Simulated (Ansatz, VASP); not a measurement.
**BaZrO3 in VASP and in Ansatz**

INCAR

```
SYSTEM = BaZrO3
  PREC = Accurate
  ENCUT = 600
  EDIFF = 1E-6
  ISMEAR = -1
  SIGMA = 0.05
  LREAL = .False.
  LASPH = .True.
  NELM = 100
  ALGO = Normal
  ISIF = 3
  LWAVE = .False.
  LCHARG = .False.
  GGA = RP
  IBRION = 2
  NSW = 60
  EDIFFG = -0.01
```

File KPOINTS:

```
Automatic mesh
0
Gamma
  6 6 6
  0 0 0
```

Contents of POSCAR:

```
BaZrO3
1.0
    4.1913400000      0.0000000000      0.0000000000
    0.0000000000      4.1913400000      0.0000000000
    0.0000000000      0.0000000000      4.1913400000
Ba Zr O
1 1 3
Direct
    0.0000000000      0.0000000000      0.0000000000
    0.5000000000      0.5000000000      0.5000000000
    0.5000000000      0.5000000000      0.0000000000
    0.5000000000      0.0000000000      0.5000000000
    0.0000000000      0.5000000000      0.5000000000
```

The input input.yaml:

```yaml
crystal:
  lattice:
    - [4.19134, 0.0, 0.0]
    - [0.0, 4.19134, 0.0]
    - [0.0, 0.0, 4.19134]
  atoms:
    - { symbol: Ba, position: [0.0, 0.0, 0.0] }
    - { symbol: Zr, position: [0.5, 0.5, 0.5] }
    - { symbol: O, position: [0.5, 0.5, 0.0] }
    - { symbol: O, position: [0.5, 0.0, 0.5] }
    - { symbol: O, position: [0.0, 0.5, 0.5] }
hamiltonian:
  xc: rpbe
  pseudopotentials: { kind: paw }
kpoints:
  mp_grid: { grid: [6, 6, 6] }
scf:
  occupations: { method: fermi_dirac, width: 0.05 }
output:
  forces: true
  stress: true
relax:
  f_tol: 0.01
  max_steps: 40
  cell: { stress_tol: 0.05 }
```

Alike in both runs: task relaxation of cell and atoms; functional RPBE; k mesh 6 × 6 × 6; occupations fermi-dirac, width 0.05 eV; no spin polarisation.

```csv
,VASP,Ansatz
version,VASP 6.6.1,Ansatz 0.2.0
potentials or method,"VASP PAW PBE potentials, release 64 (Ba_sv, Zr_sv, O)",Ansatz PAW
plane-wave cutoff (eV),600,420
valence electrons in the cell,40,40
```

```tsv
	VASP	Ansatz	Ansatz less VASP
relaxed volume (Å³/atom)	15.56	15.47	-0.086
relaxed cell length with the largest relative difference (Å)	4.269	4.261	-0.0079
energy change over the relaxation (meV/atom)	-21	-17	+3.7
```

Caveats: the PAW data sets were made with another functional, which shifts forces and pressure a little (VASP); the plane-wave basis is chosen anew once the cell has moved, so the energies of steps on either side of that aren't comparable (Ansatz); the pressure holds a Pulay correction of +0.4 GPa for the finite cutoff (Ansatz); the PAW data sets come from PBE, with cores solved anew for the run's functional, which leaves a small shift of forces and pressure (Ansatz). RPBE and its kin give volumes clearly too large for solids. Zero-point motion and thermal expansion aren't in these numbers.
